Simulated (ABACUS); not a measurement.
Input of an ABACUS 3.10.1 run:

File INPUT:

```
INPUT_PARAMETERS
suffix              HfN
calculation         cell-relax
basis_type          pw
pseudo_dir          ./
symmetry            1
dft_functional      pz
ecutwfc             84
pseudo_rcut         7
nspin               1
nbands              13
ks_solver           dav
smearing_method     fd
smearing_sigma      0.00367493
scf_thr             1e-08
scf_nmax            100
mixing_type         broyden
mixing_beta         0.7
cal_force           1
cal_stress          1
relax_nmax          60
force_thr_ev        0.005
relax_method        cg
out_stru            1
stress_thr          0.2
kpar                4
```

Contents of STRU:

```
ATOMIC_SPECIES
Hf 178.4900 Hf.upf
N 14.0070 N.upf

LATTICE_CONSTANT
1.8897261246

LATTICE_VECTORS
0.0000000000 2.2560000000 2.2560000000
2.2560000000 0.0000000000 2.2560000000
2.2560000000 2.2560000000 0.0000000000

ATOMIC_POSITIONS
Direct

Hf
0.0
1
0.0000000000 0.0000000000 0.0000000000 1 1 1

N
0.0
1
0.5000000000 0.5000000000 0.5000000000 1 1 1
```

KPT

```
K_POINTS
0
Gamma
8 8 8 0 0 0
```

Potentials or basis: PseudoDojo NC SR 0.4.1 LDA standard, plane waves.

Launch:

```bash
$ OMP_NUM_THREADS=1 mpirun -np 4 abacus > log
```

(1) Estimate the relaxed volume.

(2) Predict the space group after relaxing (to 0.05 Å).

(3) Estimate the band gap on the k mesh.

(4) Predict the relaxed cell.

## Answers

(1) 11.01 Å³/atom.

(2) Fm-3m (No. 225).

(3) none (metal or under the smearing width).

(4) a = 3.146 Å, b = 3.146 Å, c = 3.146 Å, α = 60.00°, β = 60.00°, γ = 60.00°.
